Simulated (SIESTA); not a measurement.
Crystal: ZrC.

```
CELL_PARAMETERS angstrom
0.00000 2.36500 2.36500
2.36500 0.00000 2.36500
2.36500 2.36500 0.00000
ATOMIC_POSITIONS crystal
Zr 0.50000 0.50000 0.50000
C 0.00000 0.00000 0.00000
```

Base run:

| Quantity | Value |
| --- | --- |
| Program | SIESTA 5.4.2 |
| Functional | PBE |
| Potentials or basis | PseudoDojo 0.4 standard (PBE files) |
| Basis | DZ (energy shift 0.002 Ry) |
| Grid cutoff | 800 Ry |
| Energy shift | 0.002 Ry |
| k mesh | 10 × 10 × 10 |
| Occupations | fermi-dirac, width 0.05 eV |
| Spin | no spin polarisation |

Its results: band gap on the k mesh none (metal or under the smearing width); pressure -0.7 GPa.

**Question.** The run is repeated on the same cell with these changes: basis from DZ (energy shift 0.002 Ry) to TZP (energy shift 0.01 Ry); energy shift from 0.002 Ry to 0.01 Ry. What comes out?

**Answer.** Band gap on the k mesh none (metal or under the smearing width); pressure -4.1 GPa.

Caveats: semicore shells carry a single zeta, which can move pressures by several GPa and volumes by a few percent; the basis of atomic orbitals isn't converged, which shifts pressures, moduli and gaps; the basis has no polarisation orbitals (some runs).

Not every run made on this cell is shown here.
